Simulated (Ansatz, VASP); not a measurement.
Given: the input of a run of VASP 6.6.1 on WC (Qusongite).

File INCAR:

```
  PREC = Accurate
  ENCUT = 520
  EDIFF = 1E-7
  ISMEAR = 0
  SIGMA = 0.019000000000000003
  LREAL = F
  LASPH = T
  NELM = 60
  ALGO = Normal
  ISIF = 2
  LWAVE = F
  LCHARG = T
  GGA = PE
  LELF = T
  LVHAR = T
```

Contents of KPOINTS:

```
regular mesh
0
Gamma
  10 10 9
```

The input POSCAR:

```
WC
1.0
    2.9065000000      0.0000000000      0.0000000000
   -1.4532500000      2.5171028361      0.0000000000
    0.0000000000      0.0000000000      2.8366000000
W C
1 1
Direct
    0.0000000000      0.0000000000      0.0000000000
    0.6666666667      0.3333333333      0.5000000000
```

Potentials or basis: VASP PAW PBE potentials, release 64 (W_sv, C).

The run is started by

```bash
$ cat potpaw_PBE.64/W_sv/POTCAR potpaw_PBE.64/C/POTCAR > POTCAR
$ mpirun -np 1 vasp_std > vasp.out
```

Q: Set up the same calculation for Ansatz 0.2.0. Potentials there: Ansatz PAW.

A: As run (the cutoff follows the program's own potentials):

File input.yaml:

```yaml
crystal:
  lattice:
    - [2.9065, 0.0, 0.0]
    - [-1.45325, 2.5171028361, 0.0]
    - [0.0, 0.0, 2.8366]
  atoms:
    - { symbol: W, position: [0.0, 0.0, 0.0] }
    - { symbol: C, position: [0.6666666667, 0.3333333333, 0.5] }
hamiltonian:
  xc: pbe
  pseudopotentials: { kind: paw }
kpoints:
  mp_grid: { grid: [10, 10, 9] }
scf:
  occupations: { method: gaussian, width: 0.019 }
output:
  forces: true
  stress: true
  eigenvalues: true
```

Potentials or basis: Ansatz PAW.

The run is started by

```sh
$ ansatz run input.yaml --threads 2 --pin off --max-ram 5632MiB --backend cpu --events-out ev --progress --plain --runs-dir out
```

Both were run:

|  | VASP | Ansatz | Ansatz less VASP |
| --- | --- | --- | --- |
| gap on the k mesh at the Fermi level (eV) | none | none | - |
| pressure (GPa) | 6.7 | 5.6 | -1.13 |
| largest component of the traceless stress (GPa) | 0.43 | 0.62 | +0.183 |

A gap of «none» marks a metal or a gap that the smearing closes. With one functional, cell and mesh, what is left measures potentials, basis and numerics.

Caveats: the pressure holds a Pulay correction of +0.3 GPa for the finite cutoff (Ansatz). Spin-orbit coupling is left out, which matters for the levels of W.
